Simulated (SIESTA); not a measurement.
The system is Al.

```
CELL_PARAMETERS angstrom
-1.59122 1.59122 1.59122
1.59122 -1.59122 1.59122
1.59122 1.59122 -1.59122
ATOMIC_POSITIONS crystal
Al 0.00000 0.00000 0.00000
```

This isn't the form of Al at room conditions, which is fcc.

| Quantity | Value |
| --- | --- |
| Program | SIESTA 5.4.2 |
| Task | relaxation of cell and atoms |
| Functional | optB88-vdW |
| Potentials or basis | PseudoDojo 0.4 standard (PBE files) |
| Basis | DZP (energy shift 0.003 Ry) |
| Grid cutoff | 500 Ry |
| Energy shift | 0.003 Ry |
| k mesh | 12 × 12 × 12 |
| Occupations | fermi-dirac, width 0.05 eV |
| Spin | no spin polarisation |

At the start: pressure 7.0 GPa; volume 16.12 Å³/atom.

**Question.** How do energy, volume and symmetry change on relaxing?

**Answer.** Over 4 steps the energy falls by 31.0 meV/atom and the volume is 17.68 Å³/atom (+9.7 %); space group Im-3m (No. 229, to 0.05 Å).

Step by step:
```csv
step,energy change (eV),largest force (eV/Å),pressure (GPa),volume (Å³)
1,0.0000,0.0000,7.03,16.12
2,-0.0013,0.0000,6.86,16.14
3,-0.0306,0.0000,0.76,17.46
4,-0.0310,0.0000,0.01,17.68
```

Final structure:
```xyz
1
Lattice="-1.6410 1.6410 1.6410 1.6410 -1.6410 1.6410 1.6410 1.6410 -1.6410" Properties=species:S:1:pos:R:3 pbc="T T T"
Al    0.0000    0.0000    0.0000
```

Caveat: the potentials were made for another functional, which shifts forces and pressure; the basis of atomic orbitals isn't converged, which shifts pressures, moduli and gaps.
